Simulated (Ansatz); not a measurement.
# ZrO2: the cost of one run

Program: Ansatz 0.2.0. Level of theory: DFT PBE, scalar-relativistic, plane waves, PAW. These are calculated values, not measurements.

## Step 1: Starting point

It takes space group P4_2/nmc (No. 137, tetragonal). Conventional cell: a = 3.604 Å, b = 3.604 Å, c = 5.264 Å, α = 90.00°, β = 90.00°, γ = 90.00°. Hf (site symmetry -4m2) is surrounded by 4 O at 2.07 Å. O (site symmetry 2mm) is surrounded by 2 Hf at 2.07 Å.

As a file:

```cif
data_structure
_symmetry_space_group_name_H-M 'P 1'
_symmetry_Int_Tables_number 1
_cell_length_a 3.6043
_cell_length_b 3.6043
_cell_length_c 5.2640
_cell_angle_alpha 90.000
_cell_angle_beta 90.000
_cell_angle_gamma 90.000
_cell_volume 68.38
loop_
_atom_site_label
_atom_site_type_symbol
_atom_site_fract_x
_atom_site_fract_y
_atom_site_fract_z
_atom_site_occupancy
Hf1 Hf 0.50000 0.50000 0.50000 1
Hf2 Hf 0.00000 0.00000 0.00000 1
O1 O 0.00000 0.50000 0.69325 1
O2 O 0.50000 0.00000 0.80675 1
O3 O 0.50000 0.00000 0.30675 1
O4 O 0.00000 0.50000 0.19325 1
```

It goes back to an entry of the Materials Project, which need not be the stable form.

This cell was relaxed beforehand with the same method: volume 11.40 Å³/atom, gap on the mesh 4.67 eV.

## Step 2: Swap Hf → Zr

ZrO2 starts from the relaxed positions of HfO2, with all lengths scaled by 1.000, a guess from tabulated radii.

## Step 3: A first look at the start (ZrO2)

input.yaml

```yaml
crystal:
  lattice:
    - [3.604304784, 0.0, 0.0]
    - [0.0, 3.604304784, 0.0]
    - [0.0, 0.0, 5.2639672632]
  atoms:
    - { symbol: Zr, position: [0.5, 0.5, 0.5] }
    - { symbol: Zr, position: [0.0, 0.0, 0.0] }
    - { symbol: O, position: [0.0, 0.5, 0.6932520948] }
    - { symbol: O, position: [0.5, 0.0, 0.8067479052] }
    - { symbol: O, position: [0.5, 0.0, 0.3067479052] }
    - { symbol: O, position: [0.0, 0.5, 0.1932520948] }
basis:
  ecutwfc: 420
kpoints:
  mp_grid: { grid: [6, 6, 4] }
hamiltonian:
  xc: pbe
scf:
  occupations: { method: gaussian, width: 0.1 }
output:
  forces: true
  stress: true
  eigenvalues: true
```

Run with:

```sh
$ ansatz run input.yaml --threads 1 --pin off --max-ram 2560MiB --backend cpu --events-out ev --progress --plain --runs-dir out
```

Q: Estimate wall time and peak memory on 1 thread of Arm Neoverse V2, shared host.

About 2.6 s, with a peak of 0.33 GiB.
